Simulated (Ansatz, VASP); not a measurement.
## Sc in VASP and in Ansatz

INCAR

```
SYSTEM = Sc
ALGO     = Normal         ! electronic algorithm
EDIFF    = 1E-7           ! SCF threshold, eV
ENCUT    = 520            ! plane-wave cutoff, eV
GGA      = PE             ! functional
ISIF     = 2              ! what is computed and relaxed
ISMEAR   = -1             ! smearing method
LASPH    = .TRUE.         ! aspherical terms in the spheres
LCHARG   = .TRUE.         ! write CHGCAR
LELF     = .TRUE.         ! ELF
LREAL    = .FALSE.        ! projectors in reciprocal space
LVHAR    = .TRUE.       
LWAVE    = .FALSE.        ! write WAVECAR
NBANDS   = 30             ! bands
NELM     = 60             ! most SCF steps
PREC     = Accurate       ! precision mode
SIGMA    = 0.05           ! smearing width, eV
```

File KPOINTS:

```
k-points
0
G
  12 12 4
  0 0 0
```

POSCAR

```
Sc
1.0
    2.7766321006      0.0000000000      0.0000000000
   -1.3883160502      2.4046339361      0.0000000000
    0.0000000000      0.0000000000      8.8540307599
Sc
4
Direct
    0.0000000000      0.0000000000      0.0000000000
    0.0000000000      0.0000000000      0.5000000000
    0.3333333333      0.6666666667      0.2500000000
    0.6666666667      0.3333333333      0.7500000000
```

Input for Ansatz:

```yaml
crystal:
  lattice:
    - [2.7766321006, 0.0, 0.0]
    - [-1.3883160502, 2.4046339361, 0.0]
    - [0.0, 0.0, 8.8540307599]
  atoms:
    - { symbol: Sc, position: [0.0, 0.0, 0.0] }
    - { symbol: Sc, position: [0.0, 0.0, 0.5] }
    - { symbol: Sc, position: [0.3333333333, 0.6666666667, 0.25] }
    - { symbol: Sc, position: [0.6666666667, 0.3333333333, 0.75] }
kpoints:
  mp_grid: { grid: [12, 12, 4] }
scf:
  occupations: { method: fermi_dirac, width: 0.05 }
hamiltonian:
  xc: pbe
  pseudopotentials: { kind: all_electron, lapw: { basis_error: 0.001 } }
output:
  forces: true
  stress: true
  eigenvalues: true
  populations: true
```

Change from the starting cell: volume scaled by 0.6, LAPW.

Alike in both runs: task single point; functional PBE; k mesh 12 × 12 × 4; occupations fermi-dirac, width 0.05 eV; no spin polarisation.

```csv
,VASP,Ansatz
version,VASP 6.6.1,Ansatz 0.2.0
potentials or method,"VASP PAW PBE potentials, release 64 (Sc_sv)","all-electron LAPW, scalar-relativistic"
plane-wave cutoff (eV),520,see its input
```

|  | VASP | Ansatz | Ansatz less VASP |
| --- | --- | --- | --- |
| pressure (GPa) | 57.7 | 57.2 | -0.51 |
| largest component of the traceless stress (GPa) | 0.22 | 0.17 | -0.049 |

Ansatz ran all-electron here, so the differences hold the error of VASP's frozen core and of both bases.

Caveats: so large a pressure means that the cell lies far from this level's equilibrium, or that cutoff or potentials fall short (VASP).
